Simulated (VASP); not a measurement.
Runs of VASP 6.6.1 on GaAs. It takes space group F-43m (No. 216, cubic). The conventional cell has a = 5.654 Å, b = 5.654 Å, c = 5.654 Å, α = 90.00°, β = 90.00°, γ = 90.00°. Around Ga (site symmetry -43m) lie 4 As at 2.45 Å. Around As (site symmetry -43m) lie 4 Ga at 2.45 Å. 

| level | potentials or basis | spin | k mesh | cutoff (eV) | grid for exact exchange (PRECFOCK) | screening parameter | mesh quality | gap on the mesh (eV) | pressure (GPa) |
| --- | --- | --- | --- | --- | --- | --- | --- | --- | --- |
| HSE06 | VASP PAW PBE potentials, release 64 (Ga_d, As) | off | 5 × 5 × 5 | 520 | Fast | 0.2 1/A | not flagged | 1.45 | (b) |
| PBEsol | VASP PAW PBE potentials, release 64 (Ga_d, As) | off | 7 × 7 × 7 | 520 | - | - | not flagged | (a) | 0.3 |
| LDA | VASP PAW LDA potentials, release 64 (Ga_d, As) | off | 4 × 4 × 4 | 300 | - | - | coarse | 0.31 | - |
| PBEsol | VASP PAW PBE potentials, release 64 (Ga_d, As) | SOC, no magnetisation | 7 × 7 × 7 | 520 | - | - | not flagged | - | 0.3 |
| LDA | VASP PAW LDA potentials, release 64 (Ga_d, As) | off | 7 × 7 × 7 | 520 | - | - | not flagged | 0.33 | -1.6 |

Alike in all rows: task single point; cell as given; smearing fermi-dirac 0.02 eV.

Q: Fill in the values left out.

A: (a) 0.45; (b) 1.0.

Caveats: some runs use coarse meshes; the PAW data sets were made with another functional, which shifts forces and pressure a little (some runs); an odd mesh through Γ misses points on the zone boundary, where band edges often lie (some runs); the cutoff is under 1.25 times the usual one of these potentials, so pressure, stress and relaxed cells hold a basis-set (Pulay) error (some runs).

A k mesh can miss the band edges, and rows without SOC leave out spin-orbit coupling on As, Ga.

Runs at the PBE level aren't shown here.
